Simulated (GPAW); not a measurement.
# HfO2 (P4_2/mnm) in GPAW: settings compared

One crystal, HfO2, is run at these levels: PBE, PBEsol, r2SCAN, TB-mBJ; tasks: band structure, equation of state, single point.

Everything below comes from runs of GPAW 26.7.0. Logs are shortened: lines on timing, memory, paths and dates and some standing lists are left out, and cuts for length are marked. The log counts tension as positive stress, the text compression.

## (1) Starting point

Symmetry: P4_2/mnm, No. 136, tetragonal system. The conventional cell has a = 4.814 Å, b = 4.814 Å, c = 3.205 Å, α = 90.00°, β = 90.00°, γ = 90.00°. Around Hf (site symmetry mmm) lie 6 O at 2.08 Å. O (site symmetry m2m) is surrounded by 3 Hf at 2.08 Å.

Measurements of this composition are mostly on another form, of space group No. 14.

## (2) Band structure, PBE

run.py reads:

```python
from ase import Atoms
from ase.dft.bandgap import bandgap
from ase.io import write
from ase.units import GPa
from gpaw import GPAW, PW

atoms = Atoms(['Hf', 'Hf', 'O', 'O', 'O', 'O'],
              cell=[[4.81353299, 0.0, 0.0],
                    [0.0, 4.81353299, 0.0],
                    [0.0, 0.0, 3.20541541]],
              scaled_positions=[[0.5, 0.5, 0.5],
                                [0.0, 0.0, 0.0],
                                [0.80504488, 0.19495512, 0.5],
                                [0.69495512, 0.69495512, 0.0],
                                [0.30504488, 0.30504488, 0.0],
                                [0.19495512, 0.80504488, 0.5]],
              pbc=True)

calc = GPAW(mode=PW(800),
            xc='PBE',
            kpts={'size': (4, 4, 6), 'gamma': True},
            occupations={'name': 'fermi-dirac', 'width': 0.05},
            nbands=43,
            convergence={'density': 1e-05, 'energy': 1e-05},
            maxiter=150,
            txt='gpaw.txt')
atoms.calc = calc
energy = atoms.get_potential_energy()
forces = atoms.get_forces()
stress = atoms.get_stress()
calc.write('gs.gpw')
write('result.traj', atoms)
print(f'Energy: {energy:.6f} eV')
print('Forces (eV/A):')
print(forces.round(4))
print('Stress (GPa):', (stress / GPa).round(3))
print('Fermi level:', round(calc.get_fermi_level(), 4), 'eV')
print(f'Gap: {bandgap(calc)[0]:.4f} eV, direct: {bandgap(calc, direct=True)[0]:.4f} eV')

path = atoms.cell.bandpath('GXMGZRAZ,XR,MA', npoints=100, eps=1e-4)
bs_calc = calc.fixed_density(kpts=path, symmetry='off', nbands=62,
                             convergence={'bands': 'CBM+6.0', 'eigenstates': 1e-6}, txt='bands.txt')
bs = bs_calc.band_structure()
bs.write('bs.json')
print(f'Gap on the path: {bandgap(bs_calc)[0]:.4f} eV')
```

Potentials or basis: GPAW PAW data sets (gpaw-data 1.2.1), pw.

Launch:

```sh
$ OMP_NUM_THREADS=1 python run.py
```

gpaw.txt:

```text
__  _  _
 | _ |_)|_||  |
 |__||  | ||/\| - 26.7.0

Input parameters:
  mode=PW(ecut=800.0),
  convergence={'density': 1e-05, 'energy': 1e-05},
  kpts=MonkhorstPack(size=(4, 4, 6), gamma=True),
  maxiter=150,
  nbands=43,
  occupations=Occupations(name='fermi-dirac', width=0.05),
  xc=XC(name='PBE')

Diagonalizing LCAO Hamiltonian
Converting LCAO to pw mode
    .-----------.
   /|           |
  / |           |
 *  | O         |
 |  .----HfO----.
 | /       O   /
 |/   O       /
 Hf----------*

Atoms  # Å, Bohr magnetons
|   | symbol |        x |        y |        z |    initial magnetic moments |
|---|--------|----------|----------|----------|-----------------------------|
| 0 |     Hf | 2.406766 | 2.406766 | 1.602708 | ( 0.0000,  0.0000,  0.0000) |
| 1 |     Hf | 0.000000 | 0.000000 | 0.000000 | ( 0.0000,  0.0000,  0.0000) |
| 2 |      O | 3.875110 | 0.938423 | 1.602708 | ( 0.0000,  0.0000,  0.0000) |
| 3 |      O | 3.345189 | 3.345189 | 0.000000 | ( 0.0000,  0.0000,  0.0000) |
| 4 |      O | 1.468344 | 1.468344 | 0.000000 | ( 0.0000,  0.0000,  0.0000) |
| 5 |      O | 0.938423 | 3.875110 | 1.602708 | ( 0.0000,  0.0000,  0.0000) |

Unit cell  # Å
| periodic |        x |        y |        z |  lengths |    angles |
|----------|----------|----------|----------|----------|-----------|
|      yes | 4.813533 | 0.000000 | 0.000000 | 4.813533 | 90.000000 |
|      yes | 0.000000 | 4.813533 | 0.000000 | 4.813533 | 90.000000 |
|      yes | 0.000000 | 0.000000 | 3.205415 | 3.205415 | 90.000000 |

Number of symmetries: 8
Symmetry operations  # r_c * U_cc + t_c -> r_c
|   | kind |            matrix            |
|---|------|------------------------------|
| 0 |  E   |  1, 0, 0,  0, 1, 0,  0, 0, 1 |
| 1 |  σ   |  1, 0, 0,  0, 1, 0,  0, 0,-1 |
| 2 |  σ   |  0, 1, 0,  1, 0, 0,  0, 0, 1 |
| 3 |  C2  |  0, 1, 0,  1, 0, 0,  0, 0,-1 |
| 4 |  σ   |  0,-1, 0, -1, 0, 0,  0, 0, 1 |
| 5 |  C2  |  0,-1, 0, -1, 0, 0,  0, 0,-1 |
| 6 |  C2  | -1, 0, 0,  0,-1, 0,  0, 0, 1 |
| 7 |  i   | -1, 0, 0,  0,-1, 0,  0, 0,-1 |

BZ-sampling:
  Number of BZ points: 96
  Number of IBZ points: 28

  Monkhorst-Pack size: [4, 4, 6]
  Monkhorst-Pack shift: [0.125, 0.125, 0.08333333333333333]

K-points  # in reciprocal-cell coordinates
|     |                                coordinates |     weight |
|-----|--------------------------------------------|------------|
|   0 | (  0.00000000,   0.00000000,   0.00000000) | 0.01041667 |
|   1 | (  0.00000000,   0.00000000,   0.16666667) | 0.02083333 |
|   2 | (  0.00000000,   0.00000000,   0.33333333) | 0.02083333 |
|   3 | (  0.00000000,   0.00000000,   0.50000000) | 0.01041667 |
|   4 | (  0.25000000,  -0.25000000,   0.00000000) | 0.02083333 |
|   5 | (  0.25000000,  -0.25000000,   0.16666667) | 0.04166667 |
|   6 | (  0.25000000,  -0.25000000,   0.33333333) | 0.04166667 |
|   7 | (  0.25000000,  -0.25000000,   0.50000000) | 0.02083333 |
|   8 | (  0.25000000,   0.00000000,   0.00000000) | 0.04166667 |
|   9 | (  0.25000000,   0.00000000,   0.16666667) | 0.08333333 |
| ... |                                            |            |
|  27 | (  0.50000000,   0.50000000,   0.50000000) | 0.01041667 |

Plane wave coefficients: 3848
Cutoff: 800.0 eV

Spin-components: 1 (collinear spins)
Bands:           43
Projectors:      32
Spin-degeneracy: 2
Datatype:        complex128

Parallelization:
  kpt:    1
  domain: 1
  band:   1

Density:
  Valence electrons: 48.0
  Components: 1
  Grid points: [32 32 21]
  Charge: 0.0  # |e|

Potential:
  Grid points: [32 32 21]

species:
  Hf:
    name:    Hafnium
    Z:       72.0
    valence: 12
    core:    60
    charge:  0.0  # [|e|]
    compensation charges:
      type: gauss
      rc: 0.41  # [Å]
      lmax: 2
    cutoffs:
      filter: 2.36  # [Å]
      core: 4.02  # [Å]
    projectors
    | kind |    occ | energy [eV] | rcut [Å] |
    |------|--------|-------------|----------|
    |   5s |  2.000 |     -66.831 |    1.397 |
    |   6s |  2.000 |      -5.097 |    1.397 |
    |   5p |  6.000 |     -35.599 |    1.307 |
    |   6p |  0.000 |      -1.401 |    1.307 |
    |   5d |  2.000 |      -2.699 |    1.334 |
    |    d |        |      24.513 |    1.334 |

    Using partial waves for Hf as LCAO basis

  O:
    name:    Oxygen
    Z:       8.0
    valence: 6
    core:    2
    charge:  0.0  # [|e|]
    compensation charges:
      type: gauss
      rc: 0.21  # [Å]
      lmax: 2
    cutoffs:
      filter: 1.17  # [Å]
      core: 0.83  # [Å]
    projectors
    | kind |    occ | energy [eV] | rcut [Å] |
    |------|--------|-------------|----------|
    |   2s |  2.000 |     -23.961 |    0.688 |
    |   2p |  4.000 |      -9.029 |    0.598 |
    |    s |        |       3.251 |    0.688 |
    |    p |        |      18.182 |    0.598 |
    |    d |        |       0.000 |    0.619 |

    Using partial waves for O as LCAO basis

Reference energy: -827935.639755  # eV

eigensolver:
  PPCG
  Converge bands: occupied
  niter=2

density mixing:
  MSR1-Mixer
  Pratt-step length: 0.05
  Maximum mixing coefficient: 0.75
  Old densities: 10
  SVD Regularization: 0.005
  Good broyden scale: 1.0
  Trust region scale: 1.0
  Backstep threshold: 4.0
  History deletion threshold: 6.0
  Fourier metric: weight=20.0, sigma=0.015

occupation numbers:
  Fermi-Dirac:
    width: 0.0500  # eV

poisson solver:
  ecut: 6400.0  # eV

xc functional:
  name: PBE with 2 nearest neighbor stencil

convergence criteria:
- Maximum integral of absolute [dens]ity change: 1e-05 electrons / valence electron
- Maximum [total energy] change in last 3 cyles: 1e-05 eV / valence electron
- Maximum integral of absolute [eigenst]ate change: 4e-08 eV^2 / valence electron
maximum number of iterations: 150

SCF iterations
|iter     | |      energy | eigst |  dens |
|---------|-|-------------|-------|-------|
|iter:   1| |  -64.333888 | +0.25 |       |
|iter:   2| |  -62.115752 | -1.75 | -0.80 |
|iter:   3| |  -56.450040 | -0.80 | -0.85 |
|iter:   4| |  -56.451606 | -2.50 | -1.45 |
|iter:   5| |  -56.475970 | -2.86 | -1.70 |
|iter:   6| |  -56.474964 | -4.57 | -2.73 |
|iter:   7| |  -56.475036 | -5.85 | -3.24 |
|iter:   8| |  -56.475044c| -6.91 | -3.76 |
|iter:   9| |  -56.475044c| -7.94c| -4.54 |
|iter:  10| |  -56.475044c| -7.72c| -4.86 |
|iter:  11| |  -56.475044c| -8.43c| -5.37c|

Converged in 11 steps
Energy contributions relative to reference atoms: (reference = -827935.639755)

Energy contributions:
  Kinetic:          71.865637
  Coulomb:         -79.077926
  Zero:              0.677946
  External:          0.000000
  Xc:              -49.940701
  Entropy:          -0.000000
  Spinorbit:         0.000000
  ----------------------------
  Free energy:     -56.475044
  Extrapolated:    -56.475044

dipole moment: (-17.509984, -17.509984, -29.619100)  # |e|*Ang

Fermi level: 7.076
Eigenvalues  # (at kpt = [0.000, 0.000, 0.000])
| band index |      eig [eV] | occ [0-2] |
|------------|---------------|-----------|
|          0 |       -54.263 |     2.000 |
|        ... |               |           |
|         16 |         2.492 |     2.000 |
|         17 |         4.204 |     2.000 |
|         18 |         4.204 |     2.000 |
|         19 |         4.425 |     2.000 |
|         20 |         5.324 |     2.000 |
|         21 |         5.580 |     2.000 |
[... 8 lines left out ...]
|         30 |        13.982 |     0.000 |
|         31 |        14.465 |     0.000 |
|        ... |               |           |
|         42 |        26.026 |     0.000 |

Gap: 4.002 eV
Transition (v -> c):
  (s=0, k=0, n=23, [0.00, 0.00, 0.00]) -> (s=0, k=0, n=24, [0.00, 0.00, 0.00])
No difference between direct/indirect transitions

Forces  # eV/Ang
|        x |        y |       z |
|----------|----------|---------|
|  0.00000 |  0.00000 | 0.00000 |  # Hf   0
|  0.00000 |  0.00000 | 0.00000 |  # Hf   1
| -0.06251 |  0.06251 | 0.00000 |  # O    2
|  0.06256 |  0.06256 | 0.00000 |  # O    3
| -0.06256 | -0.06256 | 0.00000 |  # O    4
|  0.06251 | -0.06251 | 0.00000 |  # O    5

Stress tensor  # eV/Ang^3
|         x |         y |         z |
|-----------|-----------|-----------|
| -0.056053 |  0.000000 |  0.000000 |
|  0.000000 | -0.056053 |  0.000000 |
|  0.000000 |  0.000000 | -0.065164 |

# Writing to gs.gpw (mode='')
```

Run time: 4.2 min. Hardware: 1 thread of AMD EPYC 7R43 (Zen 3), shared host; peak memory 0.8 GiB.

What came out:

- Free energy: -56.4750 eV
- Pressure: 9.5 GPa
- Largest force: 0.088 eV/Å
- Band gap on the k mesh: 4.00 eV, direct
- Band gap along the path: 4.00 eV, direct

Forces in eV/Å, atoms in the order of the input:
```
Hf   0.000  0.000  0.000
Hf   0.000  0.000  0.000
O   -0.063  0.063  0.000
O    0.063  0.063  0.000
O   -0.063 -0.063  0.000
O    0.063 -0.063  0.000
```

Levels at the corners of the path, in eV from the valence-band top:
```csv
point,band 21,band 22,band 23,band 24,band 25,band 26,band 27,band 28
Γ,-0.72,-0.46,-0.46,0.00,4.00,4.17,5.25,5.61
X,-1.45,-1.45,-0.66,-0.66,4.67,4.67,6.24,6.24
M,-1.12,-1.12,-0.80,-0.80,4.24,4.24,5.67,5.67
Γ,-0.72,-0.46,-0.46,0.00,4.00,4.17,5.25,5.61
Z,-2.04,-2.04,-0.96,-0.96,5.63,5.63,6.12,6.12
R,-1.75,-1.75,-0.92,-0.92,4.21,4.21,6.36,6.36
A,-1.10,-1.10,-0.50,-0.50,5.15,5.15,5.89,5.89
Z,-2.04,-2.04,-0.96,-0.96,5.63,5.63,6.12,6.12
X,-1.45,-1.45,-0.66,-0.66,4.67,4.67,6.24,6.24
R,-1.75,-1.75,-0.92,-0.92,4.21,4.21,6.36,6.36
M,-1.12,-1.12,-0.80,-0.80,4.24,4.24,5.67,5.67
A,-1.10,-1.10,-0.50,-0.50,5.15,5.15,5.89,5.89
```

Caveat: spin-orbit coupling is left out, which moves the levels of the heavy elements.

## (3) Band structure, PBEsol

Changes to run.py since step 2:

```diff
@@ -4,3 +4,5 @@
 from ase.units import GPa
-from gpaw import GPAW, PW
+from gpaw import GPAW, PW, setup_paths
+
+setup_paths.insert(0, '.')
 
@@ -19,3 +21,3 @@
 calc = GPAW(mode=PW(800),
-            xc='PBE',
+            xc='PBEsol',
             kpts={'size': (4, 4, 6), 'gamma': True},
```

Potentials or basis: PAW data sets generated in the run's folder for this functional, pw.

Launch:

```sh
$ gpaw-setup -f PBEsol Hf O
$ OMP_NUM_THREADS=1 python run.py
```

Wall time 4.9 min (1 thread of AMD EPYC 7R43 (Zen 3), shared host); peak memory 0.8 GiB.

The run converged. Its results:

```yaml
Free_energy: -58.9034 eV
Pressure: 2.8 GPa
Largest_force: 0.027 eV/Å
Band_gap_on_the_k_mesh: 3.88 eV, direct
Band_gap_along_the_path: 3.88 eV, direct
```

Forces on the atoms (eV/Å):
```
Hf   0.000  0.000  0.000
Hf   0.000  0.000  0.000
O   -0.019  0.019  0.000
O    0.019  0.019  0.000
O   -0.019 -0.019  0.000
O    0.019 -0.019  0.000
```

Stress tensor (GPa, compression positive):
```
2.74 0.00 0.00
0.00 2.74 0.00
0.00 0.00 2.92
```

Levels at the corners of the path, in eV from the valence-band top:
```csv
point,band 20,band 21,band 22,band 23,band 24,band 25,band 26,band 27,band 28,band 29
Γ,-1.64,-0.72,-0.47,-0.47,0.00,3.88,4.05,5.16,5.52,5.52
X,-2.79,-1.47,-1.47,-0.68,-0.68,4.57,4.57,6.16,6.16,6.44
M,-1.81,-1.13,-1.13,-0.81,-0.81,4.14,4.14,5.58,5.58,6.61
Γ,-1.64,-0.72,-0.47,-0.47,0.00,3.88,4.05,5.16,5.52,5.52
Z,-2.17,-2.06,-2.06,-0.98,-0.98,5.55,5.55,6.04,6.04,6.04
R,-1.82,-1.78,-1.78,-0.93,-0.93,4.09,4.09,6.28,6.28,6.88
A,-2.03,-1.11,-1.11,-0.50,-0.50,5.06,5.06,5.80,5.80,6.39
Z,-2.17,-2.06,-2.06,-0.98,-0.98,5.55,5.55,6.04,6.04,6.04
X,-2.79,-1.47,-1.47,-0.68,-0.68,4.57,4.57,6.16,6.16,6.44
R,-1.82,-1.78,-1.78,-0.93,-0.93,4.09,4.09,6.28,6.28,6.88
M,-1.81,-1.13,-1.13,-0.81,-0.81,4.14,4.14,5.58,5.58,6.61
A,-2.03,-1.11,-1.11,-0.50,-0.50,5.06,5.06,5.80,5.80,6.39
```

Caveat: spin-orbit coupling is left out, which moves the levels of the heavy elements.

[end of part 1 of 2]
